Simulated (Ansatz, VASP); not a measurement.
Two plane-wave programs on BN

```xyz
2
Lattice="2.4800 0.0000 0.0000 -1.2400 2.1477 0.0000 0.0000 0.0000 26.0000" Properties=species:S:1:pos:R:3 pbc="T T T"
B     0.0000    0.0000   13.1430
N     1.2400    0.7159   12.8570
```

Alike in both runs: task single point; functional PBE; dispersion D3(BJ); k mesh 12 × 12 × 1; occupations gaussian, width 0.02 eV; no spin polarisation.

|  | VASP | Ansatz |
| --- | --- | --- |
| version | VASP 6.6.1 | Ansatz 0.2.0 |
| potentials or method | VASP PAW PBE potentials, release 64 (B, N) | scalar-relativistic, plane waves, PAW |
| plane-wave cutoff (eV) | 520 | 420 |
| valence electrons in the cell | 8 | 8 |

```tsv
	VASP	Ansatz	Ansatz less VASP
gap on the k mesh at the Fermi level (eV)	3.61	3.62	+0.008
least direct gap on the mesh (eV)	4.27	4.27	+0.001
rms of the force components (eV/Å)	2.372	2.368	-0.0035
```

Atom by atom the forces differ by 0.004 eV/Å (rms over components).

Expect the measured gap to be larger: semilocal functionals such as PBE lack the derivative discontinuity.
